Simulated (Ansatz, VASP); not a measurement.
## Ge in VASP and in Ansatz

```
CELL_PARAMETERS angstrom
2.71047 0.00000 0.00000
0.00000 2.71047 0.00000
0.00000 0.00000 2.71047
ATOMIC_POSITIONS crystal
Ge 0.00000 0.00000 0.00000
```

The cell was built by a generator and needn't be a form met in nature.

Alike in both runs: task single point; functional PBE; k mesh 10 × 10 × 10; occupations fermi-dirac, width 0.05 eV; no spin polarisation.

|  | VASP | Ansatz |
| --- | --- | --- |
| version | VASP 6.6.1 | Ansatz 0.2.0 |
| potentials or method | VASP PAW PBE potentials, release 64 (Ge_d) | Ansatz PAW |
| plane-wave cutoff (eV) | 520 | 420 |
| valence electrons in the cell | 14 | 14 |

|  | VASP | Ansatz | Ansatz less VASP |
| --- | --- | --- | --- |
| gap on the k mesh at the Fermi level (eV) | none | none | - |
| pressure (GPa) | -0.6 | -0.5 | +0.08 |

A gap of «none» marks a metal or a gap that the smearing closes.
